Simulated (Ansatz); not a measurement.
# HfO2 (Pnma) in Ansatz: relaxation of cell and atoms with PBEsol

Aim: the relaxation of cell and atoms of HfO2 with PBEsol.

All numbers are computed with Ansatz 0.2.0; they aren't measurements. Logs are shortened: lines on timing, memory, paths and dates and some standing lists are left out, and cuts for length are marked.

## (1) Starting point

The structure is orthorhombic, space group Pnma (No. 62). Conventional cell: a = 5.556 Å, b = 3.334 Å, c = 6.505 Å, α = 90.00°, β = 90.00°, γ = 90.00°. Around Hf (site symmetry m) lie 7 O at 2.14 to 2.27 Å. O (site symmetry m) has 4 Hf at 2.14 to 2.17 Å as nearest neighbours. O (site symmetry m) is surrounded by 3 Hf at 2.16 to 2.27 Å.

Measurements of this composition are mostly on another form, of space group No. 14.

## (2) Relaxation of cell and atoms, PBEsol

File input.yaml:

```yaml
crystal:
  lattice:
    - [5.556395, 0.0, 0.0]
    - [0.0, 3.333597, 0.0]
    - [0.0, 0.0, 6.504995]
  atoms:
    - { symbol: Hf, position: [0.748682, 0.75, 0.607871] }
    - { symbol: Hf, position: [0.251318, 0.25, 0.392129] }
    - { symbol: Hf, position: [0.248682, 0.75, 0.892129] }
    - { symbol: Hf, position: [0.751318, 0.25, 0.107871] }
    - { symbol: O, position: [0.639499, 0.25, 0.4234] }
    - { symbol: O, position: [0.360501, 0.75, 0.5766] }
    - { symbol: O, position: [0.139499, 0.25, 0.0766] }
    - { symbol: O, position: [0.860501, 0.75, 0.9234] }
    - { symbol: O, position: [0.520794, 0.25, 0.841453] }
    - { symbol: O, position: [0.479206, 0.75, 0.158547] }
    - { symbol: O, position: [0.020794, 0.25, 0.658547] }
    - { symbol: O, position: [0.979206, 0.75, 0.341453] }
hamiltonian:
  xc: pbesol
  pseudopotentials: { kind: paw }
kpoints:
  mp_grid: { grid: [5, 8, 4] }
scf:
  occupations: { method: fermi_dirac, width: 0.05 }
output:
  forces: true
  stress: true
  eigenvalues: true
  write_density: true
  write_potential: true
  elf: true
  volumetric_format: npy
relax:
  f_tol: 0.01
  max_steps: 40
  cell: { stress_tol: 0.05 }
```

Potentials or basis: Ansatz PAW.

Started as:

```console
$ ansatz run input.yaml --threads 4 --pin off --max-ram 11264MiB --backend cpu --events-out ev --progress --plain --runs-dir out
```

The log of the run:

```text
Warning: RAYON_NUM_THREADS=4 ignored (pool sized by the plan → 4); use --threads N
Engine: ansatz 0.2.0, aarch64-unknown-linux-gnu
Pseudopotentials: kind: paw
Pseudopotential: Hf, paw, valence charge 26, recommended cutoff 420 eV (normal), Hf.paw.azcp
Pseudopotential: O, paw, valence charge 6, recommended cutoff 420 eV (normal), O.paw.azcp
Functional definition: PBEsol
  exchange = pbesol_x
  correlation = pbesol_c
Crystal: 12 atoms, lattice volume = 120.491 Å³
Basis set: ecut = 420 eV, 2361 PW (Γ), exchange–correlation on 80×48×90 points (8 copies of the dense FFT grid, shifted against one another)
Bands: 92, of which v1, the nominal top of the filled ones, is band 76 counted from 1 (75 counted from 0)
Symmetry: 8 space group operations
Space group: Pnma (ITA 62), of the structure as read, at distance tolerance 4.9e-5 Å
k-points: 45 of 160
Non-local potential: Hf, projectors of the file, l = 0: 3, l = 1: 2, l = 2: 2, l = 3: 3
Non-local potential: O, projectors of the file, l = 0: 2, l = 1: 2, l = 2: 1
PAW form: soft (Blöchl's): semilocal exchange-correlation on the pseudo side does not see the compensation charge
PAW frozen core: Hf, regenerated for the run's functional, and the local potential with it (the file was generated under x = pbe(κ = 0.804, μ = 0.2195149727645171), c = pbe(β = 0.06672455060314922))
PAW frozen core: O, regenerated for the run's functional, and the local potential with it (the file was generated under x = pbe(κ = 0.804, μ = 0.2195149727645171), c = pbe(β = 0.06672455060314922))
PAW one-centre angular grid: Hf, 590 points (default); XC on 64 Gauss nodes
PAW one-centre angular grid: O, 110 points (default); XC on 64 Gauss nodes
Initial density: superposition of atomic densities (neutral atoms: chi_scale 0, normalization atom), corrected by the library's trained network
Initial wavefunctions: pseudopotential atomic-orbital guess
Functional: x = pbesol(κ = 0.804, μ = 0.12345679012345678), c = pbesol(β = 0.046)
SCF iter   1: F=—  HF=-66900.110417 eV  |F-HF|=—  |Δ(HF+E_count)|=         —  Δρ=2.04e-2  dr2=4.23e-1  ethr=1.77e-3  ⟨swp⟩=5.1  Hψ=12773  notcnv=0  defer=132
preconditioner: auto → Resta (q_TF=auto, 2.836 Å⁻¹)  ε∞=6.0  [insulator: Δε(μ)=3.090 eV  Ē_g=18.209 eV  σ=0.050 eV  W_gap=1.00  n_scr=42 (ndim 8)  ℏωp=40.6 eV  f_vac=0.000  D(μ)=0.00/eV (n_scr^D=0)  ε∞_Penn≈6.0]
SCF iter   2: F=—  HF=-66900.007321 eV  |F-HF|=—  |Δ(HF+E_count)|=   1.03e-1  Δρ=3.58e-3  dr2=7.61e-3  ethr=2.79e-4  ⟨swp⟩=2.0  Hψ=7570  notcnv=0  defer=420
SCF iter   3: F=—  HF=-66900.007090 eV  |F-HF|=—  |Δ(HF+E_count)|=   2.31e-4  Δρ=1.79e-3  dr2=2.82e-3  ethr=5.00e-6  ⟨swp⟩=2.0  Hψ=6234  notcnv=0  defer=420
SCF iter   4: F=—  HF=-66900.007535 eV  |F-HF|=—  |Δ(HF+E_count)|=   4.45e-4  Δρ=9.25e-4  dr2=7.43e-4  ethr=1.86e-6  ⟨swp⟩=2.0  Hψ=6054  notcnv=0  defer=420
SCF iter   5: F=—  HF=-66900.007286 eV  |F-HF|=—  |Δ(HF+E_count)|=   2.49e-4  Δρ=2.46e-4  dr2=6.00e-5  ethr=4.89e-7  ⟨swp⟩=2.0  Hψ=6873  notcnv=0  defer=420
SCF iter   6: F=—  HF=-66900.007207 eV  |F-HF|=—  |Δ(HF+E_count)|=   7.91e-5  Δρ=8.55e-5  dr2=8.94e-6  ethr=3.95e-8  ⟨swp⟩=2.0  Hψ=6465  notcnv=0  defer=420
SCF iter   7: F=—  HF=-66900.007206 eV  |F-HF|=—  |Δ(HF+E_count)|=   6.90e-7  Δρ=2.33e-5  dr2=5.14e-7  ethr=5.88e-9  ⟨swp⟩=2.0  Hψ=7140  notcnv=0  defer=420
SCF iter   8: F=-66900.007206 eV  HF=-66900.007206 eV  |F-HF|=4.37e-10  |Δ(HF+E_count)|=   8.66e-8  Δρ=4.44e-6  dr2=2.22e-8  ethr=6.58e-11  ⟨swp⟩=14.0  Hψ=31286  notcnv=0
SCF 1 converged in 8 iterations: F = -66900.007206 eV  dr2 = 2.22e-8
relax step   1: F+E_penalty+E_count = -66900.00720614 eV  Δ(F+E_penalty+E_count) = +0.000e0 eV  max|allowed force component| = 2.113e-2 eV/Å  Δτ_max = 0.0000 Å  P = -5.833 GPa  Ω = 120.491 Å³  (8 SCF iters, dr2 threshold 1.00e-7 eV, accepted)
Crystal: 12 atoms, lattice volume = 117.071 Å³
Basis set: ecut = 420 eV, 2273 PW (Γ), exchange–correlation on 80×48×90 points (8 copies of the dense FFT grid, shifted against one another)
[... 103 lines left out ...]
  E_paw        = -28444.988186  (= ΣΔE_a)
  E_vpaw       = 5404.108905  (= ΣTr[D̂ρ^β])
  E_aug_tail   = 0.019850  (compensation charges beyond the density's cutoff)
  E_ewald      = -23951.879229
  E_core_change = 5.286670  (= ΣΔE_core)
  E_smearing   = -0.000000  (= −TS)
  E_closure    = 0.000000  (closes the sum)
  Σ components = -66900.063771   (vs F -66900.063771, Δ=0.00e0)
--- Forces (eV/Å), atoms counted from 1 ---
  atom   1  Hf    -0.00016799     0.00000000     0.00075043
  atom   2  Hf     0.00016799     0.00000000    -0.00075043
  atom   3  Hf    -0.00016799     0.00000000    -0.00075043
  atom   4  Hf     0.00016799     0.00000000     0.00075043
  atom   5  O     -0.00001357     0.00000000    -0.00065574
  atom   6  O      0.00001357     0.00000000     0.00065574
  atom   7  O     -0.00001357     0.00000000     0.00065574
  atom   8  O      0.00001357     0.00000000    -0.00065574
  atom   9  O     -0.00009098     0.00000000    -0.00000441
  atom  10  O      0.00009098    -0.00000000     0.00000441
  atom  11  O     -0.00009098     0.00000000     0.00000441
  atom  12  O      0.00009098    -0.00000000    -0.00000441
  max |Σ_I F_I| component: 5.42e-19 eV/Å
--- Stress (GPa, compression-positive) ---
       -0.010274       0.000000       0.000000
        0.000000      -0.005233       0.000000
        0.000000       0.000000      -0.008899
  P = ⅓ Tr σ = -0.0081 GPa (-0.081 kbar)
--- Band table (eV; the first three rows and the last of 45) ---
  k-point 0: bands = ["-42.7238", "-42.7027", "-42.7013", "-42.6972", "-11.9114", "-11.7396", "-11.6677", "-11.5276", "-11.4808", "-11.3956", "-11.3645", "-11.2809", "-11.2802", "-11.2621", "-11.2533", "-11.2402", "-1.0949", "0.6636", "0.7234", "1.2543", "1.5355", "1.5968", "1.6201", "1.8241", "7.3559", "7.3761", "7.3828", "7.3871", "7.3872", "7.3894", "7.3913", "7.3954", "7.3995", "7.4002", "7.4008", "7.4064", "7.4077", "7.4100", "7.4148", "7.4175", "7.4177", "7.4242", "7.4353", "7.4363", "7.4405", "7.4461", "7.4473", "7.4502", "7.4540", "7.4578", "7.4786", "7.4821", "12.4696", "12.5146", "12.9568", "13.1842", "13.3077", "13.7338", "13.7816", "13.7976", "14.1906", "14.2476", "14.4173", "14.5450", "15.1550", "15.3388", "15.4206", "15.8060", "15.9458", "16.2325", "16.5761", "16.9764", "16.9969", "17.5654", "17.7885", "17.8476", "21.1389", "22.2470", "22.2510", "22.8360", "23.3543", "23.6949", "23.7039", "24.4636", "24.5441", "24.6346", "24.7653", "25.0870", "25.1553", "25.5312", "25.5856", "25.8366"]
  k-point 1: bands = ["-42.7216", "-42.7084", "-42.6981", "-42.6970", "-11.8724", "-11.6890", "-11.6405", "-11.6193", "-11.4472", "-11.3870", "-11.3541", "-11.3443", "-11.2969", "-11.2589", "-11.2560", "-11.2503", "-0.8860", "0.3260", "0.7723", "1.2306", "1.6218", "1.6260", "1.6280", "1.8070", "7.3577", "7.3751", "7.3845", "7.3879", "7.3912", "7.3927", "7.3965", "7.3996", "7.4005", "7.4015", "7.4035", "7.4058", "7.4084", "7.4087", "7.4143", "7.4147", "7.4237", "7.4257", "7.4261", "7.4326", "7.4405", "7.4422", "7.4446", "7.4463", "7.4490", "7.4533", "7.4860", "7.4933", "12.2806", "12.3866", "12.8552", "12.9418", "13.4487", "13.5249", "13.9541", "14.1340", "14.2362", "14.3790", "14.6999", "14.9198", "14.9417", "15.3007", "15.4464", "15.6233", "15.9229", "16.3489", "16.6730", "16.8100", "17.2385", "17.3934", "17.5589", "17.6588", "21.4893", "22.2276", "22.3752", "22.9460", "23.1515", "23.3647", "23.5681", "23.8446", "24.7852", "24.8526", "25.0807", "25.2046", "25.2444", "25.3917", "25.7267", "26.0458"]
  k-point 2: bands = ["-42.7157", "-42.7157", "-42.6968", "-42.6968", "-11.7714", "-11.7714", "-11.5687", "-11.5687", "-11.4892", "-11.4892", "-11.3276", "-11.3276", "-11.3045", "-11.3045", "-11.2525", "-11.2525", "-0.3407", "-0.3407", "1.0183", "1.0183", "1.6395", "1.6395", "1.7470", "1.7470", "7.3648", "7.3648", "7.3895", "7.3895", "7.3967", "7.3967", "7.4015", "7.4015", "7.4038", "7.4038", "7.4039", "7.4039", "7.4074", "7.4074", "7.4160", "7.4160", "7.4222", "7.4222", "7.4320", "7.4320", "7.4402", "7.4402", "7.4417", "7.4417", "7.4439", "7.4439", "7.4965", "7.4965", "12.2027", "12.2027", "12.7392", "12.7392", "13.8203", "13.8203", "13.8696", "13.8696", "14.3674", "14.3674", "14.8801", "14.8801", "15.1224", "15.1224", "15.8943", "15.8943", "16.1557", "16.1557", "16.4820", "16.4820", "17.2697", "17.2697", "17.4834", "17.4834", "22.0807", "22.0807", "22.8011", "22.8011", "23.1053", "23.1053", "23.2506", "23.2506", "24.9682", "24.9682", "24.9801", "24.9801", "25.8026", "25.8026", "26.0951", "26.0951"]
  k-point 44: bands = ["-42.6942", "-42.6942", "-42.6900", "-42.6900", "-11.8692", "-11.8692", "-11.8190", "-11.8190", "-11.4702", "-11.4702", "-11.4657", "-11.4657", "-11.3569", "-11.3569", "-11.3262", "-11.3262", "0.7563", "0.7563", "0.8458", "0.8458", "1.4537", "1.4537", "1.4705", "1.4705", "7.3800", "7.3800", "7.3803", "7.3803", "7.4004", "7.4004", "7.4025", "7.4025", "7.4076", "7.4076", "7.4136", "7.4136", "7.4176", "7.4176", "7.4222", "7.4222", "7.4266", "7.4266", "7.4294", "7.4294", "7.4389", "7.4389", "7.4473", "7.4473", "7.4546", "7.4546", "7.4578", "7.4578", "12.1808", "12.1808", "12.3644", "12.3644", "13.1683", "13.1683", "13.2324", "13.2324", "14.3072", "14.3072", "14.8156", "14.8156", "16.0935", "16.0935", "16.1426", "16.1426", "16.4606", "16.4606", "16.5469", "16.5469", "17.0757", "17.0757", "17.1375", "17.1375", "23.5793", "23.5793", "24.0193", "24.0193", "24.2104", "24.2104", "24.3528", "24.3528", "25.2277", "25.2277", "25.5417", "25.5417", "25.8699", "25.8699", "25.8712", "25.8712"]
--- Relaxed structure (7 steps of the walk, 7 accepted, 2 SCFs on fresh bases) ---
  F+E_penalty+E_count = -66900.06377090 eV   max|allowed force component| = 7.504e-4 eV/Å   (the final SCF, on the basis selected at the relaxed cell)
  cell:  # Å, volume = 117.4755 Å³
    - [5.526989664847296, 0.0, 0.0]
    - [0.0, 3.2937753199530095, 0.0]
    - [0.0, 0.0, 6.453045017240534]
  atoms:
    - { symbol: Hf, position: [0.7468218851437285, 0.75, 0.6112998881562971] }
    - { symbol: Hf, position: [0.2531781148562715, 0.25, 0.38870011184370307] }
    - { symbol: Hf, position: [0.24682188514372852, 0.75, 0.8887001118437031] }
    - { symbol: Hf, position: [0.7531781148562716, 0.25, 0.1112998881562969] }
    - { symbol: O, position: [0.6403475900002151, 0.25, 0.42544327800418325] }
    - { symbol: O, position: [0.35965240999978504, 0.75, 0.5745567219958169] }
    - { symbol: O, position: [0.1403475900002151, 0.25, 0.07455672199581678] }
    - { symbol: O, position: [0.859652409999785, 0.75, 0.9254432780041835] }
    - { symbol: O, position: [0.5236080598146986, 0.25, 0.8394379832657838] }
    - { symbol: O, position: [0.47639194018530157, 0.75, 0.1605620167342163] }
    - { symbol: O, position: [0.023608059814698643, 0.25, 0.6605620167342164] }
    - { symbol: O, position: [0.9763919401853016, 0.75, 0.3394379832657837] }
```

Wall time 2.9 min (4 threads of Arm Neoverse N1, shared host); peak memory 0.79 GiB.

What came out:

```yaml
Free_energy: -66900.0638 eV
Relaxed_volume: 9.79 Å³/atom
Relaxed_cell: a = 5.527 Å, b = 3.294 Å, c = 6.453 Å, α = 90.00°, β = 90.00°, γ = 90.00°
Space_group_after_relaxing_to_0.05_Å: Pnma (No. 62)
Energy_gained_by_relaxing: 4.7 meV/atom
Ionic_steps: 9
Pressure_after_relaxing: 0.0 GPa
Band_gap_on_the_k_mesh: 3.29 eV, direct
```

The path:
```tsv
step	energy change (eV)	largest force (eV/Å)	volume (Å³)
1	0.0000	0.0211	120.49
2	-0.0634	0.2134	117.07
3	-0.0677	0.0954	117.77
4	-0.0716	0.0609	117.53
5	-0.0724	0.0173	117.61
6	-0.0727	0.0050	117.59
7	-0.0567	0.0051	117.59
8	-0.0575	0.0006	117.48
9	-0.0566	0.0008	117.48
```

Final structure:
```
CELL_PARAMETERS angstrom
5.52699 0.00000 0.00000
0.00000 3.29378 0.00000
0.00000 0.00000 6.45305
ATOMIC_POSITIONS crystal
Hf 0.74682 0.75000 0.61130
Hf 0.25318 0.25000 0.38870
Hf 0.24682 0.75000 0.88870
Hf 0.75318 0.25000 0.11130
O 0.64035 0.25000 0.42544
O 0.35965 0.75000 0.57456
O 0.14035 0.25000 0.07456
O 0.85965 0.75000 0.92544
O 0.52361 0.25000 0.83944
O 0.47639 0.75000 0.16056
O 0.02361 0.25000 0.66056
O 0.97639 0.75000 0.33944
```

Caveat: odd divisions of the mesh miss points on the zone boundary, where band edges often lie, so the gap on the mesh can be too wide; the plane-wave basis is chosen anew once the cell has moved, so the energies of steps on either side of that aren't comparable; the pressure holds a Pulay correction of +1.0 GPa for the finite cutoff; spin-orbit coupling is left out, which moves the levels of the heavy elements; the PAW data sets come from PBE, with cores solved anew for the run's functional, which leaves a small shift of forces and pressure.
